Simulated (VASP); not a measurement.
# TiO2 (P4_2/mnm) in VASP: settings compared, part 2 of 2

VASP 6.6.1. Earlier steps stand in the parts before.

## 4. Band structure, r2SCAN

Contents of INCAR:

```
SYSTEM = TiO2
  ALGO = Normal
  EDIFF = 1E-6
  ENCUT = 520
  ISIF = 2
  ISMEAR = 0
  LASPH = .True.
  LCHARG = .False.
  LMAXMIX = 4
  LMIXTAU = .True.
  LREAL = .False.
  LWAVE = .False.
  METAGGA = R2SCAN
  NELM = 60
  PREC = Accurate
  SIGMA = 0.02
```

Contents of KPOINTS:

```
k-points
0
Gamma
  6 6 8
  0 0 0
```

Contents of POSCAR:

```
TiO2
1.0
    4.5998373239      0.0000000000      0.0000000000
    0.0000000000      4.5998373239      0.0000000000
    0.0000000000      0.0000000000      2.9592135600
Ti O
2 4
Direct
    0.0000000000      0.0000000000      0.5000000000
    0.5000000000      0.5000000000      0.0000000000
    0.3043213200      0.3043213200      0.5000000000
    0.1956786800      0.8043213200      0.0000000000
    0.8043213200      0.1956786800      0.0000000000
    0.6956786800      0.6956786800      0.5000000000
```

Contents of KPOINTS_OPT:

```
path GXMGZRAZ,XR,MA
10
line-mode
reciprocal
 0.0000000000  0.0000000000  0.0000000000  G
 0.0000000000  0.5000000000  0.0000000000  X

 0.0000000000  0.5000000000  0.0000000000  X
 0.5000000000  0.5000000000  0.0000000000  M

 0.5000000000  0.5000000000  0.0000000000  M
 0.0000000000  0.0000000000  0.0000000000  G

 0.0000000000  0.0000000000  0.0000000000  G
 0.0000000000  0.0000000000  0.5000000000  Z

 0.0000000000  0.0000000000  0.5000000000  Z
 0.0000000000  0.5000000000  0.5000000000  R

 0.0000000000  0.5000000000  0.5000000000  R
 0.5000000000  0.5000000000  0.5000000000  A

 0.5000000000  0.5000000000  0.5000000000  A
 0.0000000000  0.0000000000  0.5000000000  Z

 0.0000000000  0.5000000000  0.0000000000  X
 0.0000000000  0.5000000000  0.5000000000  R

 0.5000000000  0.5000000000  0.0000000000  M
 0.5000000000  0.5000000000  0.5000000000  A
```

Potentials or basis: VASP PAW PBE potentials, release 64 (Ti_sv, O).

Started as:

```bash
$ cat potpaw_PBE.64/Ti_sv/POTCAR potpaw_PBE.64/O/POTCAR > POTCAR
$ mpirun -np 1 vasp_std > vasp.out
```

OUTCAR:

```text
SYSTEM = TiO2
   EDIFF = 1E-6
   ENCUT = 520
   ISIF = 2
   ISMEAR = 0
   LASPH = .True.
   LREAL = .False.
   METAGGA = R2SCAN
   NELM = 60
   PREC = Accurate

 ion  position               nearest neighbor table
   1  0.000  0.000  0.500-   4 1.95   5 1.95   4 1.95   5 1.95   3 1.98   6 1.98
   2  0.500  0.500  0.000-   3 1.95   6 1.95   3 1.95   6 1.95   5 1.98   4 1.98
   3  0.304  0.304  0.500-   2 1.95   2 1.95   1 1.98
   4  0.196  0.804  0.000-   1 1.95   1 1.95   2 1.98
   5  0.804  0.196  0.000-   1 1.95   1 1.95   2 1.98
   6  0.696  0.696  0.500-   2 1.95   2 1.95   1 1.98

  LATTYP: Found a simple tetragonal cell.
 ALAT       =     4.5998373239
 C/A-ratio  =     0.6433300466

  Lattice vectors:

 A1 = (   4.5998373239,   0.0000000000,   0.0000000000)
 A2 = (   0.0000000000,   4.5998373239,   0.0000000000)
 A3 = (   0.0000000000,   0.0000000000,   2.9592135600)

Analysis of symmetry for initial positions (statically):
=====================================================================
 Subroutine PRICEL returns:
 Original cell was already a primitive cell.

 Routine SETGRP: Setting up the symmetry group for a
 simple tetragonal supercell.

 Subroutine GETGRP returns: Found 16 space group operations
 (whereof  8 operations were pure point group operations)
 out of a pool of 16 trial point group operations.

The static configuration has the point symmetry D_2h.
 The point group associated with its full space group is D_4h.

Analysis of symmetry for dynamics (positions and initial velocities):
=====================================================================
 Subroutine PRICEL returns:
 Original cell was already a primitive cell.

 Routine SETGRP: Setting up the symmetry group for a
 simple tetragonal supercell.

 Subroutine GETGRP returns: Found 16 space group operations
 (whereof  8 operations were pure point group operations)
 out of a pool of 16 trial point group operations.

The dynamic configuration has the point symmetry D_2h.
 The point group associated with its full space group is D_4h.

 Subroutine INISYM returns: Found 16 space group operations
 (whereof  8 operations are pure point group operations),
 and found     1 'primitive' translations

----------------------------------------------------------------------------------------

                                     Primitive cell

  volume of cell :      62.6125

  direct lattice vectors                    reciprocal lattice vectors
     4.599837324  0.000000000  0.000000000     0.217398993  0.000000000  0.000000000
     0.000000000  4.599837324  0.000000000     0.000000000  0.217398993  0.000000000
     0.000000000  0.000000000  2.959213560     0.000000000  0.000000000  0.337927622

  length of vectors
     4.599837324  4.599837324  2.959213560     0.217398993  0.217398993  0.337927622

  position of ions in fractional coordinates (direct lattice)
     0.000000000  0.000000000  0.500000000
     0.500000000  0.500000000  0.000000000
     0.304321320  0.304321320  0.500000000
     0.195678680  0.804321320  0.000000000
     0.804321320  0.195678680  0.000000000
     0.695678680  0.695678680  0.500000000

[... 28 lines left out ...]
     0.000000000  0.000000000  0.000000000

 Subroutine IBZKPT returns following result:
 ===========================================

 Found     50 irreducible k-points:

 Following reciprocal coordinates:
            Coordinates               Weight
  0.000000  0.000000  0.000000      1.000000
  0.166667  0.000000  0.000000      4.000000
  0.333333  0.000000  0.000000      4.000000
  0.500000  0.000000  0.000000      2.000000
  0.166667  0.166667  0.000000      4.000000
  0.333333  0.166667  0.000000      8.000000
[... 16 lines left out ...]
  0.333333  0.000000  0.250000      8.000000
  0.500000  0.000000  0.250000      4.000000
 [... further k-points ...]
   k-points           NKPTS =     50   k-points in BZ     NKDIM =     50   number of bands    NBANDS=     28
   number of dos      NEDOS =    301   number of ions     NIONS =      6
   total plane-waves  NPLWV =  31104
   dimension x,y,z NGX =    36 NGY =   36 NGZ =   24
   dimension x,y,z NGXF=    72 NGYF=   72 NGZF=   48
   ions per type =               2   4
   NGX,Y,Z   is equivalent  to a cutoff of  13.01, 13.01, 13.48 a.u.
   NGXF,Y,Z  is equivalent  to a cutoff of  26.02, 26.02, 26.97 a.u.
 SYSTEM =  TiO2
   PREC   = accura    normal or accurate (medium, high low for compatibility)
   ISTART =      0    job   : 0-new  1-cont  2-samecut
   ICHARG =      2    charge: 1-file 2-atom 10-const
   ISPIN  =      1    spin polarized calculation?
   LNONCOLLINEAR =      F non collinear calculations
   LSORBIT =      F    spin-orbit coupling
   LASPH  =      T    aspherical Exc in radial PAW
   ENCUT  =  520.0 eV  38.22 Ry    6.18 a.u.   8.55  8.55  5.50*2*pi/ulx,y,z
   NELM   =     60;   NELMIN=  2; NELMDL= -5     # of ELM steps
   EDIFF  = 0.1E-05   stopping-criterion for ELM
   LREAL  =      F    real-space projection
   EDIFFG = 0.1E-04   stopping-criterion for IOM
   NSW    =      0    number of steps for IOM
   IBRION =     -1    ionic relax: 0-MD 1-quasi-New 2-CG
   NFREE  =      0    steps in history (QN), initial steepest desc. (CG)
   ISIF   =      2    stress and relaxation
   ISYM   =      2    0-nonsym 1-usesym 2-fastsym
   POTIM  = 0.5000    time-step for ionic-motion
   TEBEG  =    0.0;   TEEND  =   0.0 temperature during run
   PSTRESS=    0.0 pullay stress
   NELECT =      48.0000    total number of electrons
   NUPDOWN=      -1.0000    fix difference up-down
   EMIN   =  10.00;   EMAX   =-10.00  energy-range for DOS
   EFERMI =   0.00;   METHOD = LEGACY
   ISMEAR =     0;   SIGMA  =   0.02  broadening in eV -4-tet -1-fermi 0-gaus
   EFERMI_NEDOS =   21; number of points for ismear=-14 and -15
   IALGO  =     38    algorithm
   IMIX   =      4    mixing-type and parameters
     AMIX     =   0.40;   BMIX     =  1.00
     AMIX_MAG =   1.60;   BMIX_MAG =  1.00
  volume/ion in A,a.u.               =      10.44        70.42
  Fermi-wavevector in a.u.,A,eV,Ry     =   1.498309  2.831394 30.544140  2.244931
  Thomas-Fermi vector in A             =   2.610085
   LORBIT       =      0    0 simple, 1 ext, 2 COOP (PROOUT), +10 PAW based schemes
   METAGGA = R2SCAN    functional components
   LHFCALC =     F    Hartree Fock is set to
   AEXX    =    0.0000 exact exchange contribution
   IVDW    =     0    specifies the selected vdW correction
   LEPSILON=     F    determine dielectric tensor
   LRPA    =     F    only Hartree local field effects (RPA)
 non-spin polarized calculation
 Gauss-broadening in eV      SIGMA  =   0.02
  energy-cutoff  :      520.00
  volume of cell :       62.61
 maximum number of plane-waves:      1720
 NGX is ok and might be reduce to    36
   NGX = 17   NGY = 17   NGZ = 11

 number of electron      48.0000021 magnetization

 Free energy of the ion-electron system (eV)
  ---------------------------------------------------
  ext. energy  EPLUGINS =         0.00000000
  ---------------------------------------------------
  free energy    TOTEN  =       -69.79570643 eV

  energy without entropy =      -69.79570643  energy(sigma->0) =      -69.79570643

 E-fermi :   4.6587     XC(G=0): -12.1393

 val. band max:        4.5207134418   @ k =   0.0000   0.0000   0.0000
 cond. band min:       6.7277064219   @ k =   0.0000   0.0000   0.0000
 fundamental gap:      2.2069929802
 Fermi energy:         4.6587018995

 k-point     1 :       0.0000    0.0000    0.0000
  band No.  band energies     occupation
      1     -54.6472      2.00000
      2     -54.6296      2.00000
      3     -29.9097      2.00000
      4     -29.9097      2.00000
      5     -29.7344      2.00000
      6     -29.7344      2.00000
[... 733 lines left out ...]
     27       8.0743      0.00000
     28       8.0743      0.00000

 [... further k-points ...]
[... 5 lines left out ...]
  --------------------------------------------------------------------------------------
  -------------------------------------------------------------------------------------
  Total        0.0993858      0.0993858      0.1472644     -0.0000000      0.0000000      0.0000000
  in kB        2.5431594      2.5431594      3.7683150     -0.0000000      0.0000000      0.0000000
  external PRESSURE =       2.9515446 kB  Pullay stress =       0.0000000 kB

 VOLUME and BASIS-vectors are now :
 -----------------------------------------------------------------------------
  energy-cutoff  :      520.00
  volume of cell :       62.61
      direct lattice vectors                 reciprocal lattice vectors
     4.599837324  0.000000000  0.000000000     0.217398993  0.000000000  0.000000000
     0.000000000  4.599837324  0.000000000     0.000000000  0.217398993  0.000000000
     0.000000000  0.000000000  2.959213560     0.000000000  0.000000000  0.337927622

 POSITION                                       TOTAL-FORCE (eV/Angst)
 -----------------------------------------------------------------------------------
      0.00000      0.00000      1.47961         0.000000      0.000000      0.000000
      2.29992      2.29992      0.00000         0.000000      0.000000      0.000000
      1.39983      1.39983      1.47961         0.017154      0.017154     -0.000000
      0.90009      3.69975      0.00000        -0.017154      0.017154     -0.000000
      3.69975      0.90009      0.00000         0.017154     -0.017154      0.000000
      3.20001      3.20001      1.47961        -0.017154     -0.017154      0.000000
 -----------------------------------------------------------------------------------
    total drift:                                0.000000      0.000000      0.000000

  FREE ENERGIE OF THE ION-ELECTRON SYSTEM (eV)
  ---------------------------------------------------
  free  energy   TOTEN  =       -69.7957064272 eV

  energy  without entropy=      -69.7957064272  energy(sigma->0) =      -69.79570643
```

It took 4.3 min on 1 thread of Intel Xeon 6975P-C (Granite Rapids), shared host; peak memory 0.25 GiB.

Results:

```
Free energy             : -69.7957 eV
Pressure                : 0.3 GPa
Largest force           : 0.024 eV/Å
Band gap on the k mesh  : 2.21 eV, direct
Band gap along the path : 2.21 eV, direct
```

Forces on the atoms (eV/Å):
```
Ti   0.000  0.000  0.000
Ti   0.000  0.000  0.000
O    0.017  0.017  0.000
O   -0.017  0.017  0.000
O    0.017 -0.017  0.000
O   -0.017 -0.017  0.000
```

Levels at the corners of the path, in eV from the valence-band top:
| point | band 21 | band 22 | band 23 | band 24 | band 25 | band 26 | band 27 | band 28 |
| --- | --- | --- | --- | --- | --- | --- | --- | --- |
| Γ | -0.77 | -0.50 | -0.50 | 0.00 | 2.21 | 2.52 | 2.76 | 2.86 |
| X | -1.71 | -1.71 | -0.77 | -0.77 | 2.89 | 2.89 | 3.39 | 3.39 |
| X | -1.71 | -1.71 | -0.77 | -0.77 | 2.89 | 2.89 | 3.39 | 3.39 |
| M | -1.39 | -1.39 | -1.14 | -1.14 | 2.24 | 2.24 | 2.88 | 2.88 |
| M | -1.39 | -1.39 | -1.14 | -1.14 | 2.24 | 2.24 | 2.88 | 2.88 |
| Γ | -0.77 | -0.50 | -0.50 | 0.00 | 2.21 | 2.52 | 2.76 | 2.86 |
| Γ | -0.77 | -0.50 | -0.50 | 0.00 | 2.21 | 2.52 | 2.76 | 2.86 |
| Z | -2.40 | -2.40 | -1.48 | -1.48 | 3.32 | 3.32 | 3.56 | 3.56 |
| Z | -2.40 | -2.40 | -1.48 | -1.48 | 3.32 | 3.32 | 3.56 | 3.56 |
| R | -2.07 | -2.07 | -1.09 | -1.09 | 2.27 | 2.27 | 3.58 | 3.58 |
| R | -2.07 | -2.07 | -1.09 | -1.09 | 2.27 | 2.27 | 3.58 | 3.58 |
| A | -1.32 | -1.32 | -0.72 | -0.72 | 2.95 | 2.95 | 3.57 | 3.60 |
| A | -1.32 | -1.32 | -0.72 | -0.72 | 2.95 | 2.95 | 3.58 | 3.60 |
| Z | -2.40 | -2.40 | -1.48 | -1.48 | 3.32 | 3.32 | 3.56 | 3.56 |
| X | -1.71 | -1.71 | -0.77 | -0.77 | 2.89 | 2.89 | 3.39 | 3.39 |
| R | -2.07 | -2.07 | -1.09 | -1.09 | 2.27 | 2.27 | 3.58 | 3.58 |
| M | -1.39 | -1.39 | -1.14 | -1.14 | 2.24 | 2.24 | 2.88 | 2.88 |
| A | -1.32 | -1.32 | -0.72 | -0.72 | 2.95 | 2.95 | 3.57 | 3.60 |

Caveat: the PAW data sets were made with another functional, which shifts forces and pressure a little.

## 5. Band structure, PBE, non-collinear spin, zero start, spin-orbit coupling

Contents of INCAR:

```
SYSTEM = TiO2
  ALGO = Fast
  EDIFF = 1E-6
  ENCUT = 520
  GGA = PE
  GGA_COMPAT = .False.
  ISIF = 2
  ISMEAR = 0
  LASPH = .True.
  LCHARG = .False.
  LMAXMIX = 4
  LORBIT = 11
  LREAL = .False.
  LSORBIT = .True.
  LWAVE = .False.
  MAGMOM = 0 0 0 0 0 0 0 0 0 0 0 0 0 0 0 0 0 0
  NELM = 60
  PREC = Accurate
  SIGMA = 0.02
```

KPOINTS is that of step 4.

POSCAR is that of step 4.

KPOINTS_OPT is that of step 4.

Started as:

```bash
$ cat potpaw_PBE.64/Ti_sv/POTCAR potpaw_PBE.64/O/POTCAR > POTCAR
$ mpirun -np 1 vasp_ncl > vasp.out
```

Wall time 12 min (1 thread of Intel Xeon 6975P-C (Granite Rapids), shared host); peak memory 0.62 GiB.

Results (log left out):

* Free energy: -53.6627 eV
* Pressure: 4.9 GPa
* Largest force: 0.021 eV/Å
* Net moment: 0.00 μB per cell
* Valence electrons inside the program's atomic spheres: Ti 10.23; O 5.07

Forces in eV/Å, atoms in the order of the input:
```
Ti   0.000  0.000  0.000
Ti   0.000  0.000  0.000
O   -0.015 -0.015  0.000
O    0.015 -0.015  0.000
O   -0.015  0.015  0.000
O    0.015  0.015  0.000
```

Stress tensor (GPa, compression positive):
```
5.11 0.00 0.00
0.00 5.11 0.00
0.00 0.00 4.60
```

Moments on the atoms (μB; x, y, z):
```
Ti  0.00 0.00 0.00
Ti  0.00 0.00 0.00
O   0.00 0.00 0.00
O   0.00 0.00 0.00
O   0.00 0.00 0.00
O   0.00 0.00 0.00
```

## 6. Overview

| level | potentials or basis | spin | cutoff (eV) | further INCAR settings | gap on the mesh (eV) | pressure (GPa) | largest force (eV/Å) |
| --- | --- | --- | --- | --- | --- | --- | --- |
| PBE | VASP PAW PBE potentials, release 64 (Ti_sv_GW, O_GW) | off | 450 | ALGO = Fast; EDIFF = 1e-06 | 1.87 | - | - |
| r2SCAN | VASP PAW PBE potentials, release 64 (Ti_sv, O) | off | 520 | ALGO = Normal; EDIFF = 1e-06 | 2.21 | 0.3 | 0.02 |
| PBE | VASP PAW PBE potentials, release 64 (Ti_sv, O) | non-collinear, zero start, SOC | 520 | ALGO = Fast; EDIFF = 1e-06 | - | 4.9 | 0.02 |

Alike in all rows: task band structure; cell as given; k mesh 6 × 6 × 8; smearing gaussian 0.02 eV.

Caveats: the cutoff is under 1.25 times the usual one of these potentials, so pressure, stress and relaxed cells hold a basis-set (Pulay) error (some runs); the PAW data sets were made with another functional, which shifts forces and pressure a little (some runs).

Total energies depend on the potentials used, so only differences within one code and one set of settings carry meaning.

## 7. Comparison with measurements

Step 3. Measured gap of TiO2: 3.03 eV (direct; 1.6 K; quoted in “Shallow Valence Band of Rutile GeO2 and P-type Doping”, 2020, arxiv:2011.08928). This calculation gives 1.87 eV (-1.16 eV). 2 values of this kind are on record in papers (3.03 to 3.05 eV); this one was drawn at random among those near their median. The value is that of PBE, without temperature or zero-point motion. Semilocal functionals fall short of measured gaps as a rule. The cell is a database's relaxed one, not the measured one, which moves gaps too.

Step 4. Measured gap of TiO2: 3.03 eV (direct; 1.6 K; quoted in “Shallow Valence Band of Rutile GeO2 and P-type Doping”, 2020, arxiv:2011.08928). This calculation gives 2.21 eV (-0.82 eV). 2 values of this kind are on record in papers (3.03 to 3.05 eV); this one was drawn at random among those near their median. The value is that of r2SCAN, without temperature or zero-point motion. The cell is a database's relaxed one, not the measured one, which moves gaps too.
